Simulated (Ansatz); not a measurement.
## Mg: frozen-core PAW against all-electron methods

```xyz
2
Lattice="3.2093 0.0000 0.0000 -1.6046 2.7793 0.0000 0.0000 0.0000 5.2103" Properties=species:S:1:pos:R:3 pbc="T T T"
Mg    0.0000    1.8529    1.3026
Mg    1.6046    0.9264    3.9077
```

Atoms are numbered in the order listed.

Conventional cell: a = 3.209 Å, b = 3.209 Å, c = 5.210 Å, α = 90.00°, β = 90.00°, γ = 120.00°. Mg (atom 1) is surrounded by 12 Mg at 3.20 to 3.21 Å.

The cell is COD entry 9008506, as deposited and not checked against the literature; nothing was relaxed.

All numbers are computed: DFT, PBE, PAW with Ansatz's default frozen-core files, scalar-relativistic (Ansatz 0.2.0); DFT, PBE, all-electron LAPW, scalar-relativistic (Ansatz 0.2.0).

For PAW: a Γ-centred 12×12×7 k mesh, Fermi–Dirac smearing of 0.05 eV, cutoff 420 eV, no spin polarisation. LAPW targets a basis error of 1 meV/atom. The Ansatz runs share mesh, smearing and spin set-up. Plane-wave (PAW) pressures include the program's estimate of the Pulay term.

Stress and pressure are positive in compression.

Levels count from the Fermi level.

PAW results:

```tsv
quantity	PAW
pressure (GPa)	-0.47
stress xx (GPa)	-0.18
stress zz (GPa)	-1.05
highest filled level at L (eV)	-0.395
highest filled level at H (eV)	-42.711
lowest empty level at H (eV)	0.258
```

(1) What does all-electron LAPW give for the same quantities?

Answers

(1) 
```json
{"quantity": "pressure (GPa)", "LAPW": "-0.49"}
{"quantity": "stress xx (GPa)", "LAPW": "-0.20"}
{"quantity": "stress zz (GPa)", "LAPW": "-1.06"}
{"quantity": "highest filled level at L (eV)", "LAPW": "-0.395"}
{"quantity": "highest filled level at H (eV)", "LAPW": "-42.716"}
{"quantity": "lowest empty level at H (eV)", "LAPW": "0.258"}
```
